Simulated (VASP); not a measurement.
# Si (Fd-3m) in VASP: a series of runs, part 2 of 2

VASP 6.6.1.

### Step 3. Relaxation of cell and atoms, PBE

The input, INCAR:

```
SYSTEM = Si
  ALGO = Fast
  EDIFF = 1E-7
  EDIFFG = -0.01
  ENCUT = 600
  GGA = PE
  IBRION = 2
  ISIF = 3
  ISMEAR = -1
  LASPH = .True.
  LCHARG = .False.
  LREAL = .False.
  LWAVE = .False.
  NELM = 100
  NSW = 40
  PREC = Accurate
  SIGMA = 0.05
```

The input, KPOINTS:

```
k-points
0
Gamma
  8 8 8
  0 0 0
```

The input, POSCAR:

```
Si
1.0
    0.0000000000      2.7218511865      2.7218511865
    2.7218511865      0.0000000000      2.7218511865
    2.7218511865      2.7218511865      0.0000000000
Si
2
Direct
    0.5000000000      0.5000000000      0.5000000000
    0.7500000000      0.7500000000      0.7500000000
```

Potentials or basis: VASP PAW PBE potentials, release 54 (Si).

Run with:

```bash
> cat potpaw_PBE.54/Si/POTCAR > POTCAR
> mpirun -np 1 vasp_std > vasp.out
```

OUTCAR:

```text
SYSTEM = Si
   EDIFF = 1E-7
   EDIFFG = -0.01
   ENCUT = 600
   GGA = PE
   IBRION = 2
   ISIF = 3
   ISMEAR = -1
   LASPH = .True.
   LREAL = .False.
   NELM = 100
   NSW = 40
   PREC = Accurate

 ion  position               nearest neighbor table
   1  0.500  0.500  0.500-   2 2.36   2 2.36   2 2.36   2 2.36
   2  0.750  0.750  0.750-   1 2.36   1 2.36   1 2.36   1 2.36

  LATTYP: Found a face centered cubic cell.
 ALAT       =     5.4437023730

  Lattice vectors:

 A1 = (   0.0000000000,   2.7218511865,   2.7218511865)
 A2 = (   2.7218511865,   0.0000000000,   2.7218511865)
 A3 = (   2.7218511865,   2.7218511865,   0.0000000000)

Analysis of symmetry for initial positions (statically):
[... 261 lines left out ...]

 val. band max:        5.6175164396   @ k =   0.0000   0.0000   0.0000
 cond. band min:       6.2675815854   @ k =   0.3750   0.3750   0.0000
 fundamental gap:      0.6500651458
 Fermi energy:         5.9225187297

 k-point     1 :       0.0000    0.0000    0.0000
  band No.  band energies     occupation
      1      -6.1974      2.00000
      2       5.6175      1.99552
      3       5.6175      1.99552
      4       5.6175      1.99552
      5       8.1739      0.00000
      6       8.1739      0.00000
      7       8.1739      0.00000
      8       8.7516      0.00000
[... 243 lines left out ...]
 k-point    24 :      -0.3750    0.2500    0.1250
  band No.  band energies     occupation
      1      -3.3887      2.00000
      2      -1.0899      2.00000
      3       2.2299      2.00000
      4       3.5068      2.00000
      5       8.6413      0.00000
      6       8.7636      0.00000
      7      11.4645      0.00000
      8      12.6841      0.00000

 [... further k-points ...]

------------------------ aborting loop because EDIFF is reached ----------------------------------------

  FORCE on cell =-STRESS in cart. coord.  units (eV):
  Direction    XX          YY          ZZ          XY          YZ          ZX
  --------------------------------------------------------------------------------------
  -------------------------------------------------------------------------------------
  Total        0.0015924      0.0015924      0.0015924      0.0000000      0.0000000     -0.0000000
  in kB        0.0623976      0.0623976      0.0623976      0.0000000      0.0000000     -0.0000000
  external PRESSURE =       0.0623976 kB  Pullay stress =       0.0000000 kB
[... 17 lines left out ...]
  FREE ENERGIE OF THE ION-ELECTRON SYSTEM (eV)
  ---------------------------------------------------
  free  energy   TOTEN  =       -10.8461969570 eV

  energy  without entropy=      -10.8461760297  energy(sigma->0) =      -10.84618649

 reached required accuracy - stopping structural energy minimisation
```

CONTCAR:

```text
Si
   1.00000000000000
     0.0000000000000000    2.7343579547121259    2.7343579547121259
     2.7343579547121259    0.0000000000000000    2.7343579547121259
     2.7343579547121259    2.7343579547121259    0.0000000000000000
  Si
     2
Direct
     0.5000000000000000    0.5000000000000000    0.5000000000000000
     0.7500000000000000    0.7500000000000000    0.7500000000000000

  0.00000000E+00  0.00000000E+00  0.00000000E+00
  0.00000000E+00  0.00000000E+00  0.00000000E+00
```

Run time: 15 s. Hardware: 1 thread of AMD EPYC 9R45 (Zen 5), shared host; peak memory 0.14 GiB.

What came out:

* Free energy: -10.8462 eV
* Relaxed volume: 20.44 Å³/atom
* Relaxed cell: a = 3.867 Å, b = 3.867 Å, c = 3.867 Å, α = 60.00°, β = 60.00°, γ = 60.00°
* Space group after relaxing (to 0.05 Å): Fd-3m (No. 227)
* Energy gained by relaxing: 1.1 meV/atom
* Ionic steps: 3
* Pressure after relaxing: 0.0 GPa
* Band gap on the k mesh: 0.65 eV, indirect (least direct gap 2.56 eV)

The path:
```
step  energy change (eV)  largest force (eV/Å)  pressure (GPa)  volume (Å³)
   1              0.0000                0.0000            1.27        40.33
   2             -0.0012                0.0000           -0.80        41.27
   3             -0.0022                0.0000            0.01        40.89
```

Final structure:
```cif
data_structure
_symmetry_space_group_name_H-M 'P 1'
_symmetry_Int_Tables_number 1
_cell_length_a 3.8670
_cell_length_b 3.8670
_cell_length_c 3.8670
_cell_angle_alpha 60.000
_cell_angle_beta 60.000
_cell_angle_gamma 60.000
_cell_volume 40.89
loop_
_atom_site_label
_atom_site_type_symbol
_atom_site_fract_x
_atom_site_fract_y
_atom_site_fract_z
_atom_site_occupancy
Si1 Si 0.50000 0.50000 0.50000 1
Si2 Si 0.75000 0.75000 0.75000 1
```

Levels at points of the mesh, in eV from the valence-band top:
| k point | band 1 | band 2 | band 3 | band 4 | band 5 | band 6 | band 7 | band 8 |
| --- | --- | --- | --- | --- | --- | --- | --- | --- |
| (0.00, 0.00, 0.00) | -11.81 | 0.00 | 0.00 | 0.00 | 2.56 | 2.56 | 2.56 | 3.13 |
| (0.50, 0.00, 0.00) | -9.54 | -6.87 | -1.18 | -1.18 | 1.47 | 3.35 | 3.35 | 7.70 |
| (0.50, 0.50, 0.00) | -7.75 | -7.75 | -2.79 | -2.79 | 0.75 | 0.75 | 9.94 | 9.94 |

A k mesh can miss the band edges.

### Step 4. Relaxation of cell and atoms, PBE

The input, INCAR:

```
ALGO = Normal
EDIFF = 1E-6
EDIFFG = -0.01
ENCUT = 580
GGA = PE
IBRION = 2
ISIF = 3
ISMEAR = -1
LASPH = True
LCHARG = False
LREAL = False
LWAVE = False
NELM = 60
NSW = 40
PREC = Accurate
SIGMA = 0.05
```

The input, KPOINTS:

```
k-points
0
Gamma
  8 8 8
```

POSCAR is that of step 3.

Run with:

```bash
> cat potpaw_PBE.54/Si/POTCAR > POTCAR
> mpirun -np 1 vasp_std > vasp.out
```

It took 11 s on 1 thread of AMD EPYC 9R45 (Zen 5), shared host; peak memory 0.13 GiB.

The run converged. Its results:

* Free energy: -10.8462 eV
* Relaxed volume: 20.44 Å³/atom
* Relaxed cell: a = 3.867 Å, b = 3.867 Å, c = 3.867 Å, α = 60.00°, β = 60.00°, γ = 60.00°
* Space group after relaxing (to 0.05 Å): Fd-3m (No. 227)
* Energy gained by relaxing: 1.1 meV/atom
* Ionic steps: 3
* Pressure after relaxing: 0.0 GPa
* Band gap on the k mesh: 0.65 eV, indirect (least direct gap 2.56 eV)

Step by step:
```
step  energy change (eV)  largest force (eV/Å)  pressure (GPa)  volume (Å³)
   1              0.0000                0.0000            1.27        40.33
   2             -0.0012                0.0000           -0.81        41.27
   3             -0.0022                0.0000            0.01        40.89
```

Final structure:
```yaml
crystal:
  lattice:
    - [0.00000, 2.73432, 2.73432]
    - [2.73432, 0.00000, 2.73432]
    - [2.73432, 2.73432, 0.00000]
  atoms:
    - { symbol: Si, position: [0.50000, 0.50000, 0.50000] }
    - { symbol: Si, position: [0.75000, 0.75000, 0.75000] }
```

Levels at points of the mesh, in eV from the valence-band top:
| k point | band 2 | band 3 | band 4 | band 5 | band 6 | band 7 |
| --- | --- | --- | --- | --- | --- | --- |
| (0.00, 0.00, 0.00) | 0.00 | 0.00 | 0.00 | 2.56 | 2.56 | 2.56 |
| (0.50, 0.00, 0.00) | -6.87 | -1.18 | -1.18 | 1.47 | 3.35 | 3.35 |
| (0.50, 0.50, 0.00) | -7.75 | -2.79 | -2.79 | 0.75 | 0.75 | 9.94 |

A k mesh can miss the band edges. Expect the measured gap to be larger: semilocal functionals such as PBE lack the derivative discontinuity.

### Step 5. Overview

| task | potentials or basis | cell | cutoff (eV) | smearing | gap on the mesh (eV) | pressure (GPa) | relaxed volume (Å³/atom) |
| --- | --- | --- | --- | --- | --- | --- | --- |
| single point | VASP PAW PBE potentials, release 64 (Si) | as given | 520 | gaussian 0.029 eV | 0.63 | 1.3 | - |
| relaxation of cell and atoms | VASP PAW PBE potentials, release 54 (Si) | relaxed | 600 | fermi-dirac 0.05 eV | 0.65 | 0.0 | 20.44 |
| relaxation of cell and atoms | VASP PAW PBE potentials, release 54 (Si) | relaxed | 580 | fermi-dirac 0.05 eV | 0.65 | 0.0 | 20.44 |

Alike in all rows: level PBE; no spin polarisation; k mesh 8 × 8 × 8.

Total energies depend on the potentials used, so only differences within one code and one set of settings carry meaning.
